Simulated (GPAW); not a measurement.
Equation of state of TiO under PBEsol

```
CELL_PARAMETERS angstrom
4.08667 0.00000 0.00000
0.00000 4.08667 0.00000
0.00000 0.00000 4.08667
ATOMIC_POSITIONS crystal
Ti 0.50000 0.00000 0.50000
Ti 0.00000 0.50000 0.50000
Ti 0.50000 0.50000 0.00000
O 0.00000 0.00000 0.50000
O 0.50000 0.00000 0.00000
O 0.00000 0.50000 0.00000
```

The cell comes from a database or a generator and needn't be the stable form of this composition.

The cell was scaled at fixed shape and fractions and run with GPAW, PAW data sets generated for this functional, cutoff 800 eV; PBEsol, k mesh 7 × 7 × 7 on the cell of 6 atoms, fermi-dirac occupations of 0.05 eV, no spin polarisation, no spin-orbit coupling. Energies are those that the program minimises, any entropy of the smearing included. For a metal such a mesh isn't converged to the digits shown.

```csv
V (Å³/atom),energy over the lowest row (meV/atom)
10.6926,6.52
10.9201,0.00
11.1476,?
11.3751,7.01
11.6026,19.22
11.8301,36.43
12.0576,58.09
```

Question: Fit the third-order Birch-Murnaghan form, give V0, B0 and B′, and predict the energy left open.

Answer: With y = (V0/V)^(2/3), E = E0 + (9 V0 B0/16) [(y - 1)³ B′ + (y - 1)² (6 - 4y)]. Least squares through the rows shown give V0 = 11.0188 Å³/atom, E0 = -0.64 meV, B0 = 225.5 GPa (1 eV/Å³ = 160.218 GPa) and B′ = 4.32, with a largest miss of 0.01 meV. At V = 11.1476 the form with these constants gives 0.40 meV; the run gave 0.38 meV an atom.
